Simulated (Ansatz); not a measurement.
**Exact exchange in MgF2: computed gaps and pressures at one geometry**

```cif
data_structure
_symmetry_space_group_name_H-M 'P4_2/mnm'
_symmetry_Int_Tables_number 136
_cell_length_a 4.6012
_cell_length_b 4.6012
_cell_length_c 3.0423
_cell_angle_alpha 90.000
_cell_angle_beta 90.000
_cell_angle_gamma 90.000
_cell_volume 64.41
loop_
_atom_site_label
_atom_site_type_symbol
_atom_site_symmetry_multiplicity
_atom_site_Wyckoff_symbol
_atom_site_fract_x
_atom_site_fract_y
_atom_site_fract_z
_atom_site_occupancy
Mg1 Mg 2 a 0.00000 0.00000 0.00000 1
F1 F 4 f 0.30248 0.30248 0.00000 1
```

All runs: Ansatz, plane waves and PAW, scalar-relativistic (no spin–orbit coupling), 4×4×4 k-mesh, Gaussian smearing of 0.05 eV, no spin polarisation. Semilocal reference PBE: gap 7.22 eV, pressure 6.1 GPa. The hybrids carry no U.

Problem. Order these functionals by the gap that they give, smallest first.
A. HSE06-type hybrid with a screening parameter of 0.1 Å⁻¹
B. HSE06-type hybrid with an exact-exchange fraction of 0.1
C. LC-wPBE
D. HSE06-type hybrid with an exact-exchange fraction of 0.4
E. PBE0-type hybrid with an exact-exchange fraction taken as 1/ε∞

Solution. B (8.14 eV), A (9.93 eV), D (10.96 eV), E (13.40 eV), C (15.37 eV).

Problem. What are the full results?

Solution. 
| functional | gap | pressure (GPa) | cutoff (eV) | core-seconds |
| --- | --- | --- | --- | --- |
| HSE06-type hybrid with an exact-exchange fraction of 0.1 | 8.14 eV | 4.5 | 420 | 41 |
| HSE06-type hybrid with a screening parameter of 0.1 Å⁻¹ | 9.93 eV | 2.1 | 420 | 43 |
| HSE06-type hybrid with an exact-exchange fraction of 0.4 | 10.96 eV | -0.1 | 420 | 49 |
| PBE0-type hybrid with an exact-exchange fraction taken as 1/ε∞ | 13.40 eV | -1.5 | 420 | 91 |
| LC-wPBE | 15.37 eV | 3.3 | 420 | 52 |

In the PBE0 form, going from an exact-exchange fraction of 0.00 to 0.49 opens the gap by 6.17 eV, or 1.25 eV for each tenth. The dielectric-dependent PBE0 form takes the fraction 0.495 = 1/ε∞, that is ε∞ = 2.0. On shared hosts the hybrid runs at the reference's cutoff took roughly 14 to 32 times the core time of the semilocal one on the same mesh, with some more bands.

Caveats: core times come from shared hosts and scatter; functionals with much or all of the long-range exchange (Hartree–Fock, LC-wPBE, CAM-B3LYP) overshoot the gaps of most solids, bar the widest; gaps are read on a coarse mesh; stress loosely converged.
